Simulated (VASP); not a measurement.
# NbSi₂: restarted molecular dynamics, 2 variants

NbSi₂, P6_222 (no. 180), 9 atoms in the cell. PBE, molecular dynamics; PAW potentials Nb_pv, Si (PBE set).

| Restart from | Temperature at the end (K) | The same without a restart (K) | Potential energy at the end (eV/atom) | The same without a restart (eV/atom) | Electronic steps in the first step after the restart | Time (s) |
|---|---|---|---|---|---|---|
| CONTCAR with velocities, WAVECAR read | 785.0 | 785.0 | -7.38274 | -7.38275 | 6 | 503 |
| CONTCAR with velocities, no WAVECAR | 785.0 | 785.0 | -7.38274 | -7.38275 | 23 | 381 |

Limits: 120 fs of 9 atoms are too short for converged averages; the cell is only 4.2 Å across, so each atom moves in step with near copies of itself.

## Input of the first row

INCAR.step1:
```
SYSTEM = NbSi2
  GGA = PE
  PREC = Normal
  ENCUT = 250
  EDIFF = 1E-6
  NELMIN = 4
  NELM = 60
  ALGO = Fast
  LREAL = Auto
  LASPH = .TRUE.
  ISMEAR = -1
  SIGMA = 0.069
  ISYM = 0
  LWAVE = .TRUE.
  LCHARG = .FALSE.
  IBRION = 0
  NSW = 30
  POTIM = 2.0
  TEBEG = 1600
  ISIF = 2
  RANDOM_SEED = 68920 0 0
  MDALGO = 2
  SMASS = 0
  KPAR = 2
```

INCAR.step2, as INCAR.step1 but for:
```
- LWAVE = .TRUE.
+ LWAVE = .FALSE.
```

KPOINTS:
```
k-points
0
Gamma
  3 3 2
```

POSCAR.step1:
```
NbSi2
1.0
    4.8190000000      0.0000000000      0.0000000000
   -2.4095000000      4.1733764208      0.0000000000
    0.0000000000      0.0000000000      6.5920000000
Nb Si
3 6
Direct
    0.0000000000      0.5000000000      0.1666666667
    0.5000000000      0.5000000000      0.8333333333
    0.5000000000      0.0000000000      0.5000000000
    0.3198000000      0.1599000000      0.1666666667
    0.1599000000      0.8401000000      0.8333333333
    0.8401000000      0.6802000000      0.5000000000
    0.6802000000      0.8401000000      0.1666666667
    0.8401000000      0.1599000000      0.8333333333
    0.1599000000      0.3198000000      0.5000000000
```

Commands (each step's output is kept before the next begins):
```
cat potpaw_PBE.64/Nb_pv/POTCAR potpaw_PBE.64/Si/POTCAR > POTCAR
cp INCAR.step1 INCAR
cp POSCAR.step1 POSCAR
mpirun -np 2 vasp_std > vasp.out
cp CONTCAR POSCAR
cp INCAR.step2 INCAR
mpirun -np 2 vasp_std > vasp.out
```

Changes of the last row against the first:
```
(step 1)
- LWAVE = True
+ LWAVE = False
```

VASP 6.6.1 took 503 s on 2 cores (Intel Xeon Platinum 8259CL @ 2.50GHz (Skylake/Cascade Lake)), a shared host.
